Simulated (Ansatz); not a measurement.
RbCl (started from an entry of an open crystallographic database), relaxed with r2SCAN: space group Fm-3m (No. 225), cubic; a = 6.611 Å in the conventional setting, 36.12 Å³ an atom. Rb is surrounded by 6 Cl at 3.31 Å; Cl is surrounded by 6 Rb at 3.31 Å. One-shot G0W0@PBE in the plane-wave code Ansatz on a 4×4×4 mesh (contour deformation, no spin-orbit coupling), from a PBE gap of 4.957 eV over the mesh points (the G0W0 gap is direct on the mesh); the number N of bands summed and the screening cutoff rise together. (Simulation; spin polarisation is off.)

```
  N  cutoff (eV)  1000/N  G0W0 gap (eV)
125           80   8.000          7.435
279          140   3.584          7.611
```

Lay a straight line in 1000/N through these rows.
The slope is -0.0399 eV per unit of 1000/N and the intercept 7.754 eV.

Predict the gap at N = 507 (210 eV).
7.754 + (-0.0399) × 1.972 = 7.675 eV; the run gives 7.707 eV, +0.032 eV from the line.

With that run's result added, what limit do the last two rows suggest?
Their slope is (7.707 − 7.611)/(1.972 − 3.584) = -0.0596, which meets 1/N = 0 at 7.82 eV, against 7.754 eV from the first line. The slope steepens, so 1/N isn't yet asymptotic and the true limit probably lies higher still; the k mesh isn't extrapolated.
